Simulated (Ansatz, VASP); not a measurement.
Two plane-wave programs on MgO

Contents of INCAR:

```
ALGO = Normal ; EDIFF = 1E-7
ENCUT = 520 ; GGA = PE
ISIF = 2 ; ISMEAR = -1
LASPH = True ; LCHARG = False
LREAL = False ; LWAVE = False
NBANDS = 16 ; NELM = 80
PREC = Accurate ; SIGMA = 0.05
```

File KPOINTS:

```
k-points
0
Gamma
  9 9 6
```

Contents of POSCAR:

```
MgO
1.0
    3.2855864049      0.0000000000      0.0000000000
   -1.6427932025      2.8454012930      0.0000000000
    0.0000000000      0.0000000000      4.9494385035
Mg O
2 2
Direct
    0.6666666667      0.3333333333      0.5021597400
    0.3333333333      0.6666666667      0.0021597400
    0.6666666667      0.3333333333      0.9024402600
    0.3333333333      0.6666666667      0.4024402600
```

File input.yaml:

```yaml
crystal:
  lattice:
    - [3.2855864049, 0.0, 0.0]
    - [-1.6427932025, 2.845401293, 0.0]
    - [0.0, 0.0, 4.9494385035]
  atoms:
    - { symbol: Mg, position: [0.6666666667, 0.3333333333, 0.50215974] }
    - { symbol: Mg, position: [0.3333333333, 0.6666666667, 0.00215974] }
    - { symbol: O, position: [0.6666666667, 0.3333333333, 0.90244026] }
    - { symbol: O, position: [0.3333333333, 0.6666666667, 0.40244026] }
hamiltonian:
  xc: pbe
  pseudopotentials: { kind: paw }
kpoints:
  mp_grid: { grid: [9, 9, 6] }
scf:
  occupations: { method: fermi_dirac, width: 0.05 }
output:
  forces: true
  stress: true
  eigenvalues: true
```

Change from the starting cell: volume scaled by 0.98.

Alike in both runs: task single point; functional PBE; k mesh 9 × 9 × 6; occupations fermi-dirac, width 0.05 eV; no spin polarisation.

|  | VASP | Ansatz |
| --- | --- | --- |
| version | VASP 6.6.1 | Ansatz 0.2.0 |
| potentials or method | VASP PAW PBE potentials, release 64 (Mg, O) | Ansatz PAW |
| plane-wave cutoff (eV) | 520 | 420 |
| valence electrons in the cell | 16 | 32 |

VASP gave:

* gap on the k mesh at the Fermi level (eV): 3.58
* least direct gap on the mesh (eV): 3.58
* pressure (GPa): 5.7
* largest component of the traceless stress (GPa): 0.12
* rms of the force components (eV/Å): 0.007

**Question.** What did Ansatz give for the same quantities?

**Answer.** gap on the k mesh at the Fermi level (eV): 3.59; least direct gap on the mesh (eV): 3.59; pressure (GPa): 6.1; largest component of the traceless stress (GPa): 0.15; rms of the force components (eV/Å): 0.007.

Atom by atom the forces differ by 0.000 eV/Å (rms over components). The two sets of potentials don't hold the same shells in valence.

Caveats: an odd mesh through Γ misses points on the zone boundary, where band edges often lie (VASP); odd divisions of the mesh miss points on the zone boundary, where band edges often lie, so the gap on the mesh can be too wide (Ansatz); the pressure holds a Pulay correction of +0.5 GPa for the finite cutoff (Ansatz).
